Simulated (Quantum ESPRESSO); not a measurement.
AgCl (Chlorargyrite):

```
Ag Cl
1.0
     0.00000    2.73500    2.73500
     2.73500    0.00000    2.73500
     2.73500    2.73500    0.00000
Ag Cl
1 1
Direct
  0.00000 0.00000 0.00000
  0.50000 0.50000 0.50000
```

- Program: Quantum ESPRESSO 7.5
- Task: phonons
- Functional: LDA
- Potentials or basis: PseudoDojo 0.4.1 SR LDA standard
- Cutoff: 1170 eV
- Density cutoff: 4680 eV
- k mesh: 4 × 4 × 4, shifted
- Occupations: fermi-dirac, width 0.05 eV
- Spin: no spin polarisation
- Form of the LDA correlation: PW92
- Mixing beta: 0.5
- Most SCF iterations: 120
- SCF threshold: 4e-10 Ry

The cell and the atoms were relaxed first, to 19.19 Å³/atom (a = 3.786 Å, b = 3.786 Å, c = 3.786 Å, α = 60.00°, β = 60.00°, γ = 60.00°), and the response was taken there.

The first run showed a gap, so the response started from a second, tighter run with fixed occupations.

The run gives a transverse optical frequency of 130 cm⁻¹, an electronic dielectric constant of 5.87 and Born charges of ±1.41 e.

What are the longitudinal frequency and the static dielectric constant?

The longitudinal mode lies at 183 cm⁻¹, 53 cm⁻¹ over the transverse one, and the static constant is 11.52. The two agree with the Lyddane-Sachs-Teller relation: (183/130)² = 1.98 and 11.52/5.87 = 1.96.

Caveat: the mesh is thin for the dielectric tensor, Born charges and intensities, which usually come out too large.
